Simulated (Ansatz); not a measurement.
The system is ZrO2.

```
Zr O
1.0
     0.00000    2.54507    2.54507
     2.54507    0.00000    2.54507
     2.54507    2.54507    0.00000
Zr O
1 2
Direct
  0.00000 0.00000 0.00000
  0.75000 0.75000 0.75000
  0.25000 0.25000 0.25000
```

Measurements of this composition are mostly on another form, of space group No. 14.

Program: Ansatz 0.2.0. Alike in all runs: potentials or basis Ansatz PAW; no spin polarisation; cell as given.

Question: Order these runs on this cell by their band gap on the k mesh, lowest first.
A. level PBEsol0; k mesh 5 × 5 × 5; cutoff (eV) 420; smearing fermi-dirac 0.05 eV; points for each segment of the path 4; mesh quality coarse
B. level B3LYP; k mesh 5 × 5 × 5; cutoff (eV) 420; smearing fermi-dirac 0.05 eV; points for each segment of the path 4; mesh quality coarse
C. level PBE; k mesh 9 × 9 × 9; cutoff (eV) 420; smearing gaussian 0.03 eV; mesh quality not flagged
D. level r2SCANh; k mesh 5 × 5 × 5; cutoff (eV) 500; smearing fermi-dirac 0.05 eV; points for each segment of the path 4; mesh quality coarse
E. level r2SCAN50; k mesh 5 × 5 × 5; cutoff (eV) 500; smearing fermi-dirac 0.05 eV; points for each segment of the path 4; mesh quality coarse

Answer: C (3.41 eV), D (4.97 eV), B (5.50 eV), A (5.87 eV), E (8.69 eV).

Caveats: some runs use coarse meshes; the k mesh misses the band edges, so the gap on the mesh is wider than the one along the path (some runs); odd divisions of the mesh miss points on the zone boundary, where band edges often lie, so the gap on the mesh can be too wide (some runs).
